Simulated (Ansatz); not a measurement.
The parent structure is ZnTe in the zinc blende structure (space group F-43m, No. 216; a = 6.1792 Å).

Calculations: PBE, PAW, 420 eV (Ansatz, a program for electronic structure; without spin-orbit coupling), earlier PAW set.

For the base:

| Quantity | Value |
|---|---|
| Pressure | 0.0 kbar |
| Valley order | Γ 1.07 eV; L along ⟨111⟩ 1.73 eV; a point along ⟨100⟩, about 0.9 Å⁻¹ from Γ 2.28 eV |
| Hole mass | 0.077, 0.48, 0.48 mₑ (at Γ) |

Perturbation: the cell is scaled by 0.9791 in all directions, atoms relaxed at fixed cell.

### Question
Predict the new pressure, valley order, hole mass and energy relative to the base.

### Answer
The pressure goes from zero to 31.8 kbar; the valley order (the lowest conduction-band minima on the path, energy above the VBM, named in the base's zone) becomes Γ 1.37 eV; L along ⟨111⟩ 1.82 eV; a point along ⟨100⟩, about 0.9 Å⁻¹ from Γ 2.19 eV (base: Γ 1.07 eV; L along ⟨111⟩ 1.73 eV; a point along ⟨100⟩, about 0.9 Å⁻¹ from Γ 2.28 eV); the hole mass (degenerate bands, along [100]) changes from 0.077, 0.48, 0.48 mₑ (at Γ) to 0.091, 0.43, 0.43 mₑ (at Γ); the energy goes up by 17 meV/atom.

With Te present, leaving out spin-orbit coupling can change the band edges. The levels and masses belong to the bands next to the band gap. The cells carry an imposed strain or load. Effective masses come from finite differences of ±0.01 Å⁻¹. Whether these cells are dynamically stable was not tested.
